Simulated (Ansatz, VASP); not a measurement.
**SiC in VASP and in Ansatz**

```
C Si
1.0
     6.15000    0.00000    0.00000
    -3.07500    5.32606    0.00000
     0.00000    0.00000   21.64914
C Si
12 12
Direct
  0.50000 0.00000 0.36953
  0.50000 0.50000 0.36953
  0.00000 0.00000 0.36953
  0.00000 0.50000 0.36953
  0.66667 0.83333 0.48550
  0.66667 0.33333 0.48550
  0.16667 0.83333 0.48550
  0.16667 0.33333 0.48550
  0.83333 0.66667 0.60327
  0.83333 0.16667 0.60327
  0.33333 0.66667 0.60327
  0.33333 0.16667 0.60327
  0.16667 0.83333 0.39852
  0.16667 0.33333 0.39852
  0.66667 0.83333 0.39852
  0.66667 0.33333 0.39852
  0.33333 0.66667 0.51239
  0.33333 0.16667 0.51239
  0.83333 0.66667 0.51239
  0.83333 0.16667 0.51239
  0.50000 0.50000 0.62719
  0.50000 0.00000 0.62719
  0.00000 0.50000 0.62719
  0.00000 0.00000 0.62719
```

Alike in both runs: functional PBE; dispersion D3(BJ); k mesh 3 × 3 × 1; occupations gaussian, width 0.05 eV; no spin polarisation.

Ansatz relaxed the structure, and its values are those at the end. VASP's run is a single point on that final structure, the one shown.

|  | VASP | Ansatz |
| --- | --- | --- |
| version | VASP 6.6.1 | Ansatz 0.2.0 |
| potentials or method | VASP PAW PBE potentials, release 64 (C, Si) | scalar-relativistic, plane waves, PAW |
| plane-wave cutoff (eV) | 520 | 420 |
| valence electrons in the cell | 96 | 96 |

Ansatz gave:

* gap on the k mesh at the Fermi level (eV): none
* rms of the force components (eV/Å): 0.955

Q: Which values does VASP return?

A: gap on the k mesh at the Fermi level (eV): none; rms of the force components (eV/Å): 0.953.

A gap of «none» marks a metal or a gap that the smearing closes. Ansatz warned: «xc_potential_rough_in_thin_density».

Caveats: the k mesh is coarse (spacing up to 0.39 Å⁻¹), so the values aren't converged.
